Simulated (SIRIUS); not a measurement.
Zn: relaxation of cell and atoms with PBE+D4

The system is Zn.

```
Zn
1.0
     2.67000    0.00000    0.00000
    -1.33500    2.31229    0.00000
     0.00000    0.00000    4.96600
Zn
2
Direct
  0.66667 0.33333 0.75000
  0.33333 0.66667 0.25000
```

| Item | Value |
| --- | --- |
| Program | SIRIUS 7.12.0 |
| Task | relaxation of cell and atoms |
| Functional | PBE |
| Dispersion | D4 |
| Potentials or basis | PseudoDojo 0.4.1 PBE standard (scalar relativistic) |
| Cutoff | 1152 eV |
| Density cutoff | 4606 eV |
| k mesh | 5 × 5 × 3 |
| Occupations | fermi-dirac, width 0.05 eV |
| Spin | no spin polarisation |
| Libxc names | ["XC_GGA_X_PBE", "XC_GGA_C_PBE"] |
| Energy tol | 1e-08 Ha |
| Density tol | 1e-06 |
| Mixer | anderson |
| Mixing beta | 0.7 |
| Max scf | 100 |
| Radial cutoff for the potentials' integrals | 6.5 bohr |
| Optimizer | BFGS |
| Fmax | 0.02 eV/Å |
| Max steps | 30 |
| Target pressure | 0 GPa |

- Relaxed volume: 14.27 Å³/atom
- Relaxed cell: a = 2.721 Å, b = 2.721 Å, c = 4.451 Å, α = 90.00°, β = 90.00°, γ = 120.00°
- Space group after relaxing (to 0.05 Å): P6_3/mmc (No. 194)
- Energy gained by relaxing: 55.4 meV/atom
- Ionic steps: 9
- Pressure after relaxing: 0.0 GPa
- Band gap on the k mesh: none (metal or under the smearing width)
- Dispersion energy per atom: -0.340 eV

Step by step:
| step | energy change (eV) | largest force (eV/Å) | pressure (GPa) | volume (Å³) |
| --- | --- | --- | --- | --- |
| 1 | 0.0000 | 0.0000 | -3.37 | 30.66 |
| 2 | -0.0112 | 0.0000 | -3.01 | 30.45 |
| 3 | -0.0580 | 0.0000 | -0.38 | 28.85 |
| 4 | -0.0901 | 0.0000 | 4.88 | 27.18 |
| 5 | -0.0963 | 0.0000 | 1.93 | 27.92 |
| 6 | -0.1020 | 0.0000 | 2.02 | 27.90 |
| 7 | -0.1099 | 0.0000 | 1.01 | 28.23 |
| 8 | -0.1108 | 0.0000 | 0.29 | 28.45 |
| 9 | -0.1109 | 0.0000 | 0.01 | 28.54 |

Final structure:
```
CELL_PARAMETERS angstrom
2.72105 0.00000 0.00000
-1.36053 2.35650 0.00000
0.00000 0.00000 4.45054
ATOMIC_POSITIONS crystal
Zn 0.66667 0.33333 0.75000
Zn 0.33333 0.66667 0.25000
```

Run time: 72 s on 4 threads of Intel(R) Xeon(R) Platinum 8259CL CPU @ 2.50GHz (Skylake/Cascade Lake) (shared host), peak memory 0.17 GiB.

Caveat: the k mesh is coarse (spacing up to 0.54 Å⁻¹), so the values aren't converged; pairwise dispersion overbinds metals, which lowers pressure and volume.
